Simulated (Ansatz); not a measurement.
A run of Ansatz 0.2.0:

Contents of input.yaml:

```yaml
crystal:
  lattice:
    - [-0.092087, 2.805066, 2.887575]
    - [2.88952, -0.082013, 2.877501]
    - [2.924808, 2.83028, -0.117301]
  atoms:
    - { symbol: Cd, position: [0.0, 0.0, 0.0], spin: 0.5 }
    - { symbol: S, position: [0.75, 0.75, 0.75] }
hamiltonian:
  xc: blyp
  pseudopotentials: { kind: paw, core: large }
magnetization:
  spin_polarized: true
kpoints:
  mp_grid: { grid: [6, 6, 6] }
scf:
  occupations: { method: fermi_dirac, width: 0.025 }
output:
  forces: true
  stress: true
  write_density: true
  write_potential: true
  elf: true
  volumetric_format: npy
relax:
  f_tol: 0.01
  max_steps: 40
  cell: { stress_tol: 0.05 }
```

Potentials or basis: Ansatz PAW.

Run with:

```sh
$ ansatz run input.yaml --threads 1 --pin off --max-ram 2560MiB --backend cpu --events-out ev --progress --plain --runs-dir out
```

Hardware: 1 thread of Arm Neoverse V1, with other jobs on the host.

Problem. How long does it take, and how much memory?

Solution. It took 2.1 min on 1 thread of Arm Neoverse V1, with other jobs on the host, peak memory 0.49 GiB. Counts: scf iterations 43, plane waves 1067, k points 112, bands 18, ion steps 5.
